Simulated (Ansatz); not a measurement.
## Property card for Ni3Ge

The calculation used DFT r2SCAN, scalar-relativistic, plane waves, PAW in Ansatz 0.2.0.

Plane waves to 500 eV, a k mesh through Γ of 12×12×12 on the computed 4-atom cell and Gaussian smearing (0.10 eV); no spin polarisation.

The structure is relaxed at this level of theory with its symmetry kept. Whether it is the stable form of this composition wasn't checked.

```yaml
crystal:
  lattice:
    - [3.53262, 0.00000, 0.00000]
    - [0.00000, 3.53262, 0.00000]
    - [0.00000, 0.00000, 3.53262]
  atoms:
    - { symbol: Ni, position: [0.50000, 0.00000, 0.50000] }
    - { symbol: Ni, position: [0.00000, 0.50000, 0.50000] }
    - { symbol: Ni, position: [0.50000, 0.50000, 0.00000] }
    - { symbol: Ge, position: [0.00000, 0.00000, 0.00000] }
```

Problem. Formation energy from the elements' standard states (uncorrected)?

Solution. -0.245 eV/atom.

Problem. Density of states at the Fermi level?

Solution. 2.74 states/eV per cell.

Problem. Löwdin character within 0.5 eV of the Fermi level?

Solution. Ni 3d 93 %.

Problem. Bulk modulus?

Solution. 215 GPa.

Problem. Its pressure derivative?

Solution. 4.9.

Problem. Bader charges (e)?

Solution. Ni (3 in the cell) -0.08, Ge (1 in the cell) 0.23.

A ferromagnetic start lost its moments in a first run, so spin was left out; other magnetic orders weren't tried.